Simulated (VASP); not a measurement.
Crystal: GaP.

```
CELL_PARAMETERS angstrom
0.00000 2.72525 2.72525
2.72525 0.00000 2.72525
2.72525 2.72525 0.00000
ATOMIC_POSITIONS crystal
Ga 0.00000 0.00000 0.00000
P 0.75000 0.75000 0.75000
```

| Item | Value |
| --- | --- |
| Program | VASP 6.6.1 |
| Task | relaxation of cell and atoms |
| Functional | LDA |
| Potentials or basis | VASP PAW LDA potentials, release 64 (Ga_d, P) |
| Cutoff | 600 eV |
| k mesh | 8 × 8 × 8 |
| Occupations | fermi-dirac, width 0.05 eV |
| Spin | no spin polarisation |

At the start: pressure -2.6 GPa; volume 20.24 Å³/atom.

Q: Where does the relaxation end?

A: Over 3 steps the energy falls by 5.4 meV/atom and the volume is 19.61 Å³/atom (-3.1 %); space group F-43m (No. 216, to 0.05 Å).

The path:
| step | energy change (eV) | largest force (eV/Å) | pressure (GPa) | volume (Å³) |
| --- | --- | --- | --- | --- |
| 1 | 0.0000 | 0.0000 | -2.61 | 40.48 |
| 2 | -0.0078 | 0.0000 | 1.57 | 38.58 |
| 3 | -0.0108 | 0.0000 | 0.04 | 39.21 |

Final structure:
```xyz
2
Lattice="0.0000 2.6964 2.6964 2.6964 0.0000 2.6964 2.6964 2.6964 0.0000" Properties=species:S:1:pos:R:3 pbc="T T T"
Ga    0.0000    0.0000    0.0000
P     4.0447    4.0447    4.0447
```
